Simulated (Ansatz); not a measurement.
Br:

```
CELL_PARAMETERS angstrom
-1.28677 1.72000 3.57799
1.28677 -1.72000 3.57799
1.28677 1.72000 -3.57799
ATOMIC_POSITIONS crystal
Br 0.00000 0.00000 0.00000
```

```yaml
Program: Ansatz 0.2.0
Task: relaxation of cell and atoms
Functional: PBEsol
Dispersion: D3(BJ)
Potentials_or_basis: Ansatz PAW
Cutoff: "420 eV (not typed: the program's choice for these potentials)"
k_mesh: 13 × 13 × 13
Occupations: fermi-dirac, width 0.05 eV
Spin: no spin polarisation
```

At the start: volume 31.68 Å³/atom.

Question: How do energy, volume and symmetry change on relaxing?

Answer: It ends after 6 steps and the volume is 27.69 Å³/atom (-12.6 %); space group Immm (No. 71, to 0.05 Å).

The path:
```csv
step,energy change (eV),largest force (eV/Å),volume (Å³)
1,0.0000,0.0000,31.68
2,-0.0145,0.0000,29.58
3,-0.0188,0.0000,28.42
4,-0.0212,0.0000,27.91
5,-0.0215,0.0000,27.69
6,-0.0210,0.0000,27.69
```

Final structure:
```
CELL_PARAMETERS angstrom
-1.26939 1.64845 3.30809
1.26939 -1.64845 3.30809
1.26939 1.64845 -3.30809
ATOMIC_POSITIONS crystal
Br 0.00000 0.00000 0.00000
```

Caveat: the plane-wave basis is chosen anew once the cell has moved, so the energies of steps on either side of that aren't comparable; an odd number of electrons without spin polarisation forces a metal; a magnetic or distorted state may lie lower; pairwise dispersion overbinds metals, which lowers pressure and volume; the PAW data sets come from PBE, with cores solved anew for the run's functional, which leaves a small shift of forces and pressure.
